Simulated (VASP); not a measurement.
## VASP inputs for SrTiO3 (strained cubic perovskite)

INCAR

```
SIGMA = 0.02
ISMEAR = -1
IBRION = -1
NSW = 0
LCHARG = .FALSE.
LWAVE = .FALSE.
LREAL = .FALSE.
NELM = 120
ENCUT = 520
ISIF = 2
NBANDS = 28
PREC = Accurate
LASPH = .TRUE.
GGA = PE
EDIFF = 1E-7
```

KPOINTS

```
KPOINTS created by Atomic Simulation Environment
0
Gamma
6 6 6
0 0 0
```

KPOINTS_OPT

```
special points
4
Reciprocal
0.0000000000 0.0000000000 0.0000000000 1
0.0000000000 0.5000000000 0.0000000000 1
0.5000000000 0.5000000000 0.0000000000 1
0.5000000000 0.5000000000 0.5000000000 1
```

POSCAR

```
Sr Ti O
 1.0000000000000000
     3.7896459564999998    0.0000000000000000    0.0000000000000000
     0.0000000000000000    3.7896459564999998    0.0000000000000000
     0.0000000000000000    0.0000000000000000    3.9858217010999999
 Sr  Ti  O
   1   1   3
Cartesian
  0.0000000000000000  0.0000000000000000  0.0000000000000000
  1.8948229782499997  1.8948229782499997  1.9929108505499995
  1.8948229782499997  1.8948229782499997  0.0000000000000000
  1.8948229782499997  0.0000000000000000  1.9929108505499995
  0.0000000000000000  1.8948229782499997  1.9929108505499995
```

VASP ran with the recommended PBE PAW datasets (40 valence electrons in the cell).

Question: Predict the results.

Answer: gap between bands v and c 1.81 eV; least direct gap 2.21 eV; pressure 14.0 GPa.

Band v is the last that the valence electrons fill when counted band by band, and c is the next. Levels in eV from the top of v:

```
point    v−1      v     c   c+1
    Γ  -0.39  -0.39  1.81  1.81
    X  -0.85  -0.82  2.03  4.07
    M  -1.51  -0.07  4.08  4.08
    R  -0.15   0.00  4.58  4.58
```
